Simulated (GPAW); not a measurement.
PbS (Galena):

```xyz
2
Lattice="0.0000 2.9657 2.9657 2.9657 0.0000 2.9657 2.9657 2.9657 0.0000" Properties=species:S:1:pos:R:3 pbc="T T T"
Pb    0.0000    0.0000    0.0000
S     2.9657    2.9657    2.9657
```

Base run:

* Program: GPAW 26.7.0
* Functional: TPSS
* Potentials or basis: GPAW PAW data sets (gpaw-data 1.2.1)
* Cutoff: 600 eV
* Basis: pw
* k mesh: 6 × 6 × 6
* Occupations: fermi-dirac, width 0.05 eV
* Spin: spin-orbit coupling, no magnetisation

Its results: band gap on the k mesh 0.22 eV, direct; pressure 1.4 GPa.

Q: The run is repeated on the same cell with these changes: functional from TPSS to revTPSS; band points from 100 to 80. What comes out?

A: Band gap on the k mesh 0.25 eV, direct; pressure 0.6 GPa.

Caveats: spin-orbit coupling was added after a scalar SCF, so levels and gaps hold it while energy, forces, pressure and moments don't; this program's spin-orbit splittings come out too wide for heavy elements; the PAW data sets were made with another functional, which shifts forces and pressure a little.

A k mesh can miss the band edges.

Not every run made on this cell is shown here.
